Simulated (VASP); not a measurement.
# Lu (Im-3m) in VASP: reference runs, part 2 of 2

VASP 6.6.1. The steps go on from the part before.

### 4 Equation of state, PBE, 28.06 Å³/atom (volume scaled by 0.94)

The input, INCAR:

```
ALGO = Normal
EDIFF = 1E-7
ENCUT = 520
GGA = PE
ISIF = 2
ISMEAR = -1
LASPH = True
LCHARG = False
LREAL = False
LWAVE = False
NBANDS = 18
NELM = 100
PREC = Accurate
SIGMA = 0.05
```

The input, KPOINTS:

```
k-points
0
Gamma
  10 10 10
```

The input, POSCAR:

```
Lu
1.0
   -1.9142161787      1.9142161787      1.9142161787
    1.9142161787     -1.9142161787      1.9142161787
    1.9142161787      1.9142161787     -1.9142161787
Lu
1
Direct
    0.0000000000      0.0000000000      0.0000000000
```

Run with:

```sh
cat potpaw_PBE.64/Lu/POTCAR > POTCAR
mpirun -np 1 vasp_std > vasp.out
```

Run time: 19 s. Hardware: 1 thread of Intel Xeon Platinum 8559C (Emerald Rapids), shared host; peak memory 0.17 GiB.

Results (log left out):

| Item | Value |
| --- | --- |
| Free energy | -4.3751 eV |
| Pressure | 2.7 GPa |
| Band gap on the k mesh | none (metal or under the smearing width) |

### 5 Equation of state, PBE, 28.65 Å³/atom (volume scaled by 0.96)

The input, INCAR:

```
SYSTEM = Lu
ALGO = Normal
EDIFF = 1E-7
ENCUT = 520
GGA = PE
ISIF = 2
ISMEAR = -1
LASPH = .TRUE.
LCHARG = .FALSE.
LREAL = .FALSE.
LWAVE = .FALSE.
NBANDS = 18
NELM = 60
PREC = Accurate
SIGMA = 0.05
```

The input, KPOINTS:

```
k-points
0
G
  10 10 10
  0 0 0
```

The input, POSCAR:

```
Lu
1.0
   -1.9276970185      1.9276970185      1.9276970185
    1.9276970185     -1.9276970185      1.9276970185
    1.9276970185      1.9276970185     -1.9276970185
Lu
1
Direct
    0.0000000000      0.0000000000      0.0000000000
```

Run with:

```sh
cat potpaw_PBE.64/Lu/POTCAR > POTCAR
mpirun -np 1 vasp_std > vasp.out
```

Run time: 19 s. Hardware: 1 thread of Intel Xeon Platinum 8559C (Emerald Rapids), shared host; peak memory 0.18 GiB.

The run converged. Its results:

* Free energy: -4.3834 eV
* Pressure: 1.6 GPa
* Band gap on the k mesh: none (metal or under the smearing width)

### 6 Equation of state, PBE, 29.25 Å³/atom (volume scaled by 0.98)

The input, INCAR:

```
PREC = Accurate ; ENCUT = 520
EDIFF = 1E-7 ; ISMEAR = -1
SIGMA = 0.05 ; LREAL = F
LASPH = T ; NELM = 60
ALGO = Normal ; ISIF = 2
LWAVE = F ; LCHARG = F
GGA = PE ; NBANDS = 18
```

The input, KPOINTS:

```
regular mesh
0
Gamma
  10 10 10
```

The input, POSCAR:

```
Lu
1.0
   -1.9409919008      1.9409919008      1.9409919008
    1.9409919008     -1.9409919008      1.9409919008
    1.9409919008      1.9409919008     -1.9409919008
Lu
1
Direct
    0.0000000000      0.0000000000      0.0000000000
```

Potentials or basis: VASP PAW PBE potentials, release 64 (Lu).

Run with:

```sh
cat potpaw_PBE.64/Lu/POTCAR > POTCAR
mpirun -np 1 vasp_std > vasp.out
```

Run time: 20 s. Hardware: 1 thread of Intel Xeon Platinum 8559C (Emerald Rapids), shared host; peak memory 0.18 GiB.

It converged, with:

```
Free energy            : -4.3878 eV
Pressure               : 0.6 GPa
Band gap on the k mesh : none (metal or under the smearing width)
```

### 7 Equation of state, PBE, 30.44 Å³/atom (volume scaled by 1.02)

The input, INCAR:

```
SYSTEM = Lu
  PREC = Accurate
  ENCUT = 520
  EDIFF = 1E-7
  ISMEAR = -1
  SIGMA = 0.05
  LREAL = .FALSE.
  LASPH = .TRUE.
  NELM = 100
  ALGO = Normal
  ISIF = 2
  LWAVE = .FALSE.
  LCHARG = .FALSE.
  GGA = PE
  NBANDS = 18
```

The input, KPOINTS:

```
regular mesh
0
G
  10 10 10
  0 0 0
```

The input, POSCAR:

```
Lu
1.0
   -1.9670485926      1.9670485926      1.9670485926
    1.9670485926     -1.9670485926      1.9670485926
    1.9670485926      1.9670485926     -1.9670485926
Lu
1
Direct
    0.0000000000      0.0000000000      0.0000000000
```

Run with:

```sh
cat potpaw_PBE.64/Lu/POTCAR > POTCAR
mpirun -np 1 vasp_std > vasp.out
```

Wall time 20 s (1 thread of Intel Xeon Platinum 8559C (Emerald Rapids), shared host); peak memory 0.18 GiB.

It converged, with:

```
Free energy            : -4.3864 eV
Pressure               : -1.1 GPa
Band gap on the k mesh : none (metal or under the smearing width)
```

### 8 Equation of state, PBE, 31.04 Å³/atom (volume scaled by 1.04)

The input, INCAR:

```
SYSTEM = Lu
ALGO = Normal
EDIFF = 1E-7
ENCUT = 520
GGA = PE
ISIF = 2
ISMEAR = -1
LASPH = .TRUE.
LCHARG = .FALSE.
LREAL = .FALSE.
LWAVE = .FALSE.
NBANDS = 18
NELM = 100
PREC = Accurate
SIGMA = 0.05
```

The input, KPOINTS:

```
k-points
0
G
  10 10 10
  0 0 0
```

The input, POSCAR:

```
Lu
1.0
   -1.9798219934      1.9798219934      1.9798219934
    1.9798219934     -1.9798219934      1.9798219934
    1.9798219934      1.9798219934     -1.9798219934
Lu
1
Direct
    0.0000000000      0.0000000000      0.0000000000
```

Run with:

```sh
cat potpaw_PBE.64/Lu/POTCAR > POTCAR
mpirun -np 1 vasp_std > vasp.out
```

Run time: 20 s. Hardware: 1 thread of Intel Xeon Platinum 8559C (Emerald Rapids), shared host; peak memory 0.18 GiB.

The run converged. Its results:

| Quantity | Value |
| --- | --- |
| Free energy | -4.3813 eV |
| Pressure | -1.8 GPa |
| Band gap on the k mesh | none (metal or under the smearing width) |

### 9 Equation of state, PBE, 31.64 Å³/atom (volume scaled by 1.06)

The input, INCAR:

```
  PREC = Accurate
  ENCUT = 520
  EDIFF = 1E-7
  ISMEAR = -1
  SIGMA = 0.05
  LREAL = F
  LASPH = T
  NELM = 60
  ALGO = Normal
  ISIF = 2
  LWAVE = F
  LCHARG = F
  GGA = PE
  NBANDS = 18
```

The input, KPOINTS:

```
regular mesh
0
Gamma
  10 10 10
```

The input, POSCAR:

```
Lu
1.0
   -1.9924326645      1.9924326645      1.9924326645
    1.9924326645     -1.9924326645      1.9924326645
    1.9924326645      1.9924326645     -1.9924326645
Lu
1
Direct
    0.0000000000      0.0000000000      0.0000000000
```

Potentials or basis: VASP PAW PBE potentials, release 64 (Lu).

Run with:

```sh
cat potpaw_PBE.64/Lu/POTCAR > POTCAR
mpirun -np 1 vasp_std > vasp.out
```

OUTCAR:

```text
PREC = Accurate
   ENCUT = 520
   EDIFF = 1E-7
   ISMEAR = -1
   LREAL = F
   LASPH = T
   NELM = 60
   ISIF = 2
   GGA = PE

 ion  position               nearest neighbor table
   1  0.000  0.000  0.000-

  LATTYP: Found a body centered cubic cell.
 ALAT       =     3.9848653290

  Lattice vectors:

 A1 = (  -1.9924326645,   1.9924326645,   1.9924326645)
 A2 = (   1.9924326645,  -1.9924326645,   1.9924326645)
 A3 = (   1.9924326645,   1.9924326645,  -1.9924326645)

Analysis of symmetry for initial positions (statically):
=====================================================================
 Subroutine PRICEL returns:
 Original cell was already a primitive cell.

 Routine SETGRP: Setting up the symmetry group for a
 body centered cubic supercell.

 Subroutine GETGRP returns: Found 48 space group operations
 (whereof 48 operations were pure point group operations)
 out of a pool of 48 trial point group operations.

The static configuration has the point symmetry O_h .

Analysis of symmetry for dynamics (positions and initial velocities):
=====================================================================
 Subroutine PRICEL returns:
 Original cell was already a primitive cell.

 Routine SETGRP: Setting up the symmetry group for a
 body centered cubic supercell.

 Subroutine GETGRP returns: Found 48 space group operations
 (whereof 48 operations were pure point group operations)
 out of a pool of 48 trial point group operations.

The dynamic configuration has the point symmetry O_h .

 Subroutine INISYM returns: Found 48 space group operations
 (whereof 48 operations are pure point group operations),
 and found     1 'primitive' translations

----------------------------------------------------------------------------------------

                                     Primitive cell

  volume of cell :      31.6381
[... 124 lines left out ...]
   ISMEAR =    -1;   SIGMA  =   0.05  broadening in eV -4-tet -1-fermi 0-gaus
   EFERMI_NEDOS =   21; number of points for ismear=-14 and -15
   IALGO  =     38    algorithm
   IMIX   =      4    mixing-type and parameters
     AMIX     =   0.40;   BMIX     =  1.00
     AMIX_MAG =   1.60;   BMIX_MAG =  1.00
  volume/ion in A,a.u.               =      31.64       213.50
  Fermi-wavevector in a.u.,A,eV,Ry     =   1.513507  2.860114 31.166924  2.290704
  Thomas-Fermi vector in A             =   2.623289
   LORBIT       =      0    0 simple, 1 ext, 2 COOP (PROOUT), +10 PAW based schemes
   GGA     = PE    functional components
   LHFCALC =     F    Hartree Fock is set to
   AEXX    =    0.0000 exact exchange contribution
   IVDW    =     0    specifies the selected vdW correction
   LEPSILON=     F    determine dielectric tensor
   LRPA    =     F    only Hartree local field effects (RPA)
 non-spin polarized calculation
  energy-cutoff  :      520.00
  volume of cell :       31.64
 maximum number of plane-waves:       887
 NGX is ok and might be reduce to    28
   NGX = 13   NGY = 13   NGZ = 13

 number of electron      25.0000008 magnetization

 Free energy of the ion-electron system (eV)
  ---------------------------------------------------
  ext. energy  EPLUGINS =         0.00000000
  ---------------------------------------------------
  free energy    TOTEN  =        -4.37336059 eV

  energy without entropy =       -4.35270697  energy(sigma->0) =       -4.36303378

 E-fermi :   2.0386     XC(G=0): -10.2879

 val. band max:        2.0098233067   @ k =   0.3000   0.2000  -0.0000
 cond. band min:       2.0508256607   @ k =  -0.3000   0.3000   0.3000
 fundamental gap:      0.0410023540
 Fermi energy:         2.0385951783

 k-point     1 :       0.0000    0.0000    0.0000
  band No.  band energies     occupation
      1     -54.5560      2.00000
      2     -25.0148      2.00000
      3     -25.0148      2.00000
      4     -25.0148      2.00000
      5      -3.8854      2.00000
      6      -3.2725      2.00000
[... 817 lines left out ...]
      5      -3.2728      2.00000
      6      -3.2399      2.00000
[... 10 lines left out ...]
     17       8.3359      0.00000
     18      10.0016      0.00000

 [... further k-points ...]

------------------------ aborting loop because EDIFF is reached ----------------------------------------

  FORCE on cell =-STRESS in cart. coord.  units (eV):
  Direction    XX          YY          ZZ          XY          YZ          ZX
  --------------------------------------------------------------------------------------
  -------------------------------------------------------------------------------------
  Total       -0.4957176     -0.4957176     -0.4957176      0.0000000      0.0000000     -0.0000000
  in kB      -25.1034829    -25.1034829    -25.1034829      0.0000000      0.0000000     -0.0000000
  external PRESSURE =     -25.1034829 kB  Pullay stress =       0.0000000 kB

 VOLUME and BASIS-vectors are now :
 -----------------------------------------------------------------------------
  energy-cutoff  :      520.00
  volume of cell :       31.64
      direct lattice vectors                 reciprocal lattice vectors
    -1.992432664  1.992432664  1.992432664     0.000000000  0.250949510  0.250949510
     1.992432664 -1.992432664  1.992432664     0.250949510  0.000000000  0.250949510
     1.992432664  1.992432664 -1.992432664     0.250949510  0.250949510  0.000000000

 POSITION                                       TOTAL-FORCE (eV/Angst)
 -----------------------------------------------------------------------------------
      0.00000      0.00000      0.00000         0.000000      0.000000      0.000000
 -----------------------------------------------------------------------------------
    total drift:                               -0.000000     -0.000000     -0.000000

  FREE ENERGIE OF THE ION-ELECTRON SYSTEM (eV)
  ---------------------------------------------------
  free  energy   TOTEN  =        -4.3733605932 eV

  energy  without entropy=       -4.3527069665  energy(sigma->0) =       -4.36303378
```

OSZICAR:

```text
N       E                     dE             d eps       ncg     rms          rms(c)
DAV:   1     0.820295427947E+02    0.82030E+02   -0.10222E+04  2128   0.457E+03
DAV:   2     0.142210190035E+01   -0.80607E+02   -0.79049E+02  1762   0.354E+02
DAV:   3    -0.428919964370E+01   -0.57113E+01   -0.56708E+01  1966   0.715E+01
DAV:   4    -0.446372128556E+01   -0.17452E+00   -0.17352E+00  2374   0.106E+01
DAV:   5    -0.446762094100E+01   -0.38997E-02   -0.38989E-02  1996   0.137E+00    0.361E+00
DAV:   6    -0.439932767105E+01    0.68293E-01   -0.17470E-01  2680   0.615E+00    0.177E+00
DAV:   7    -0.437514325751E+01    0.24184E-01   -0.42824E-02  2272   0.164E+00    0.299E-01
DAV:   8    -0.437317372229E+01    0.19695E-02   -0.52477E-03  2652   0.832E-01    0.118E-01
DAV:   9    -0.437335802678E+01   -0.18430E-03   -0.54322E-04  1964   0.287E-01    0.496E-02
DAV:  10    -0.437336019745E+01   -0.21707E-05   -0.94554E-05  2294   0.108E-01    0.126E-02
DAV:  11    -0.437336096396E+01   -0.76650E-06   -0.59496E-06  1966   0.253E-02    0.636E-03
DAV:  12    -0.437336072121E+01    0.24275E-06   -0.60841E-07  2004   0.964E-03    0.867E-04
DAV:  13    -0.437336056104E+01    0.16017E-06   -0.50244E-08  1128   0.307E-03    0.536E-04
DAV:  14    -0.437336059322E+01   -0.32182E-07   -0.12398E-08  1002   0.113E-03
   1 F= -.43733606E+01 E0= -.43630338E+01  d E =-.206536E-01
```

stdout:

```text
POSCAR found type information on POSCAR Lu
 POSCAR found :  1 types and       1 ions
 scaLAPACK will be used
 LDA part: xc-table for (Slater+PW92), standard interpolation
 POSCAR, INCAR and KPOINTS ok, starting setup
 FFT: planning ... GRIDC
 FFT: planning ... GRID_SOFT
 FFT: planning ... GRID
 WAVECAR not read
 entering main loop
```

Run time: 19 s. Hardware: 1 thread of Intel Xeon Platinum 8559C (Emerald Rapids), shared host; peak memory 0.18 GiB.

Results:

```
Free energy            : -4.3734 eV
Pressure               : -2.5 GPa
Band gap on the k mesh : none (metal or under the smearing width)
```

### 10 Equation of state, PBE

Potentials or basis: VASP PAW PBE potentials, release 64 (Lu).

No new run: the results of the series are fitted here.

What came out:

- Equilibrium volume: 29.71 Å³/atom
- Bulk modulus: 44 GPa
- Pressure derivative of the bulk modulus: 3.5

Energy against volume, from the lowest point:
| volume (Å³/atom) | energy (meV/atom) |
| --- | --- |
| 28.056 | 13.65 |
| 28.653 | 5.36 |
| 29.250 | 0.93 |
| 29.847 | 0.00 |
| 30.444 | 2.27 |
| 31.041 | 7.46 |
| 31.638 | 15.35 |

The run has no spin-orbit coupling, so splittings on Lu are missing.

### 11 Summary

| task | cell | gap on the mesh (eV) | pressure (GPa) |
| --- | --- | --- | --- |
| single point | as given | none | -0.3 |
| single point | cell strained at random at fixed volume | none | -0.3 |
| equation of state | as given | - | - |

Alike in all rows: level PBE; potentials or basis VASP PAW PBE potentials, release 64 (Lu); no spin polarisation; k mesh 10 × 10 × 10; cutoff (eV) 520; smearing fermi-dirac 0.05 eV.

Total energies depend on the potentials used, so only differences within one code and one set of settings carry meaning.
